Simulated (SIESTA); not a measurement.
The system is HfO2.

```xyz
12
Lattice="5.1180 0.0000 0.0000 0.0000 5.1857 0.0000 -0.8587 0.0000 5.2139" Properties=species:S:1:pos:R:3 pbc="T T T"
Hf    0.8021    2.3870    3.6914
Hf    3.0279    4.9798    4.1294
Hf    3.4573    2.7987    1.5224
Hf    1.2314    0.2059    1.0845
O    -0.3473    0.8733    4.4146
O     4.1773    3.4661    3.4062
O     4.6066    4.3124    0.7993
O     0.0821    1.7196    1.8076
O     1.4549    3.8473    5.1101
O     2.3751    1.2544    2.7107
O     2.8045    1.3384    0.1038
O     1.8842    3.9313    2.5032
```

Base run:

```yaml
Program: SIESTA 5.4.2
Functional: PBEsol
Potentials_or_basis: PseudoDojo 0.4 standard (PBEsol files)
Basis: DZP (energy shift 0.002 Ry)
Grid_cutoff: 800 Ry
Energy_shift: 0.002 Ry
k_mesh: 5 × 5 × 5
Occupations: fermi-dirac, width 0.05 eV
Spin: no spin polarisation
```

Its results: band gap on the k mesh 3.88 eV, indirect (least direct gap 3.96 eV); pressure -0.3 GPa; largest force 0.480 eV/Å.

Problem. The run is repeated on the same cell with these changes: functional from PBEsol to PBE; potentials or basis from PseudoDojo 0.4 standard (PBEsol files) to SG15 1.2 (PBE files) or PseudoDojo by element; valence electrons from 96 to 152. What comes out?

Solution. Band gap on the k mesh 3.47 eV, indirect (least direct gap 3.55 eV); pressure -2.9 GPa; largest force 0.503 eV/Å.

Caveats: semicore shells carry a single zeta, which can move pressures by several GPa and volumes by a few percent; spin-orbit coupling is left out, which moves the levels of the heavy elements; the basis of atomic orbitals isn't converged, which shifts pressures, moduli and gaps.

A k mesh can miss the band edges.

Not every run made on this cell is shown here.
